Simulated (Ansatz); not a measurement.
Space group P6_3/mmc (No. 194). a = 4.263 Å, b = 4.263 Å, c = 13.977 Å, α = 90.00°, β = 90.00°, γ = 120.00°
| atom | site | symmetry | x | y | z |
| --- | --- | --- | --- | --- | --- |
| Sr | 2a | -3m. | 0.0000 | 0.0000 | 0.0000 |
| Sr | 2c | -6m2 | 0.3333 | 0.6667 | 0.2500 |

Equation of state of this Sr structure (not necessarily the ground state), with shape and atoms relaxed at each volume where symmetry leaves them free. It has no gap at any of these volumes. All numbers below come from DFT PBE, scalar-relativistic, plane waves, PAW in Ansatz.

Cutoff 420 eV; k points 12×12×4 on the computed 4-atom cell (Γ-centred); Gaussian smearing, width 0.10 eV; no spin polarisation.

```
V (Å³/atom) E − E(largest V) (meV/atom) P (GPa)
     48.387                        17.11     1.84
     50.037                         1.20     1.29
     51.686                        -9.40     0.80
     53.336                       -15.38     0.38
     54.985                       -17.30     0.01
     56.635                       -15.63    -0.32
     58.285                       -10.79    -0.61
     60.484                         0.00    -0.95
```

Problem. Fit a third-order Birch–Murnaghan equation to E(V).

Solution. V0 = 55.00 Å³/atom, B0 = 12 GPa, B0' = 3.2.

This form isn't the element's structure at ambient conditions.